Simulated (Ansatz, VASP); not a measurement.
# H3F2 in VASP and in Ansatz

```xyz
10
Lattice="4.0372 -0.4040 -0.1402 0.5107 3.9916 -0.1920 0.7680 0.5115 7.0084" Properties=species:S:1:pos:R:3 pbc="T T T"
H     3.7639    1.4721    0.9036
H     4.0873    3.4768    1.0710
H     1.9760    2.8586    3.4474
H     2.6480    2.5581    3.5507
H     0.9107    0.9307    5.5107
H     2.9397    0.7558    5.7138
F     3.7230    2.2819    0.3556
F     4.3283    4.3014    1.5319
F     4.0963    0.5471    4.8970
F     2.1436    0.9089    6.2587
```

Alike in both runs: functional r2SCAN; k mesh 6 × 6 × 4; occupations gaussian, width 0.02 eV; no spin polarisation.

Ansatz relaxed the structure, and its values are those at the end. VASP's run is a single point on that final structure, the one shown.

|  | VASP | Ansatz |
| --- | --- | --- |
| version | VASP 6.6.1 | Ansatz 0.2.0 |
| potentials or method | VASP PAW PBE potentials, release 64 (H, F) | scalar-relativistic, plane waves, PAW |
| plane-wave cutoff (eV) | 520 | 500 |
| valence electrons in the cell | 34 | 34 |

```csv
,VASP,Ansatz,Ansatz less VASP
gap on the k mesh at the Fermi level (eV),9.38,9.41,+0.034
least direct gap on the mesh (eV),9.41,9.45,+0.036
pressure (GPa),-0.1,0.0,+0.13
rms of the force components (eV/Å),0.110,0.002,-0.1079
```

One of these differences is far larger than is usual between the two programs; its cause wasn't traced. The functional is the same, so the differences come from potentials, cutoffs and numerics.

Caveats: the PAW data sets were made with another functional, which shifts forces and pressure a little (VASP). r2SCAN opens gaps a little over a GGA but as a rule still falls short of measured ones. A k mesh can miss the band edges.
